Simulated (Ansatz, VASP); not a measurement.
# V in VASP and in Ansatz

```
V
1.0
     1.43615   -4.48972    0.00000
     1.43615    4.48972    0.00000
     0.00000    0.00000    4.31061
V
4
Direct
  0.13625 0.86375 0.00001
  0.63625 0.36375 0.49999
  0.86375 0.13625 0.99999
  0.36375 0.63625 0.50001
```

Alike in both runs: functional PBE; k mesh 6 × 6 × 4; occupations gaussian, width 0.1 eV; collinear spin.

Ansatz relaxed the structure, and its values are those at the end. VASP's run is a single point on that final structure, the one shown.

|  | VASP | Ansatz |
| --- | --- | --- |
| version | VASP 6.6.1 | Ansatz 0.2.0 |
| potentials or method | VASP PAW PBE potentials, release 64 (V_sv) | scalar-relativistic, plane waves, PAW |
| plane-wave cutoff (eV) | 520 | 420 |
| valence electrons in the cell | 52 | 52 |

|  | VASP | Ansatz | Ansatz less VASP |
| --- | --- | --- | --- |
| gap on the k mesh at the Fermi level (eV) | none | none | - |
| pressure (GPa) | 0.4 | 0.1 | -0.25 |
| rms of the force components (eV/Å) | 0.010 | 0.004 | -0.0058 |
| net moment per atom (μB) | 0.00 | 0.00 | 0.000 |

A gap of «none» marks a metal or a gap that the smearing closes. Ansatz warned: «seeded_moment_not_kept».

Caveats: the k mesh is coarse (spacing up to 0.38 Å⁻¹), so the values aren't converged.
